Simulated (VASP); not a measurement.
Wanted: the native input for a VASP 6.6.1 run.

| Item | Value |
| --- | --- |
| Task | relaxation of cell and atoms |
| Functional | PBEsol |
| Potentials or basis | VASP PAW PBE potentials, release 64 (Zn, Ga_d, O) |
| Cutoff | 600 eV |
| k mesh | 6 × 6 × 6 |
| Occupations | gaussian, width 0.03 eV |
| Spin | no spin polarisation |
| Further INCAR settings | ALGO = Normal; EDIFF = 1e-06; IBRION = 2; EDIFFG = -0.01; NSW = 90; ISIF = 3 |

The structure of ZnGa2O4 lies in POSCAR:

```
ZnGa2O4
1.0
    0.0000000000      4.1711888808      4.1711888808
    4.1711888808      0.0000000000      4.1711888808
    4.1711888808      4.1711888808      0.0000000000
Zn Ga O
2 4 8
Direct
    0.5000000000      0.5000000000      0.5000000000
    0.7500000000      0.7500000000      0.7500000000
    0.1250000000      0.1250000000      0.6250000000
    0.1250000000      0.6250000000      0.1250000000
    0.6250000000      0.1250000000      0.1250000000
    0.1250000000      0.1250000000      0.1250000000
    0.8865055100      0.3404834700      0.8865055100
    0.3634944900      0.3634944900      0.9095165300
    0.3634944900      0.3634944900      0.3634944900
    0.9095165300      0.3634944900      0.3634944900
    0.8865055100      0.8865055100      0.8865055100
    0.3404834700      0.8865055100      0.8865055100
    0.3634944900      0.9095165300      0.3634944900
    0.8865055100      0.8865055100      0.3404834700
```

The cell is a database's computed one.

These files were run (other wordings do the same):

INCAR

```
  ALGO = Normal
  EDIFF = 1E-6
  EDIFFG = -0.01
  ENCUT = 600
  GGA = PS
  IBRION = 2
  ISIF = 3
  ISMEAR = 0
  KPAR = 4
  LASPH = True
  LCHARG = False
  LREAL = False
  LWAVE = False
  NELM = 80
  NSW = 90
  PREC = Accurate
  SIGMA = 0.03
```

KPOINTS

```
k-points
0
Gamma
  6 6 6
```

Potentials or basis: VASP PAW PBE potentials, release 64 (Zn, Ga_d, O).

Launch:

```bash
$ cat potpaw_PBE.64/Zn/POTCAR potpaw_PBE.64/Ga_d/POTCAR potpaw_PBE.64/O/POTCAR > POTCAR
$ mpirun -np 4 vasp_std > vasp.out
```

Results of the run:

```yaml
Relaxed_volume: 10.39 Å³/atom
Relaxed_cell: a = 5.904 Å, b = 5.904 Å, c = 5.904 Å, α = 60.00°, β = 60.00°, γ = 60.00°
Space_group_after_relaxing_to_0.05_Å: Fd-3m (No. 227)
Energy_gained_by_relaxing: 0.1 meV/atom
Ionic_steps: 3
Pressure_after_relaxing: 0.0 GPa
Largest_force_after_relaxing: 0.006 eV/Å
Band_gap_on_the_k_mesh: 2.49 eV, indirect (least direct gap 2.67 eV)
```

Caveat: the PAW data sets were made with another functional, which shifts forces and pressure a little.

Run time: 4 min on 4 MPI ranks on Intel(R) Xeon(R) Platinum 8175M CPU @ 2.50GHz (Skylake/Cascade Lake), with other jobs on the host, peak memory 0.45 GiB a rank.
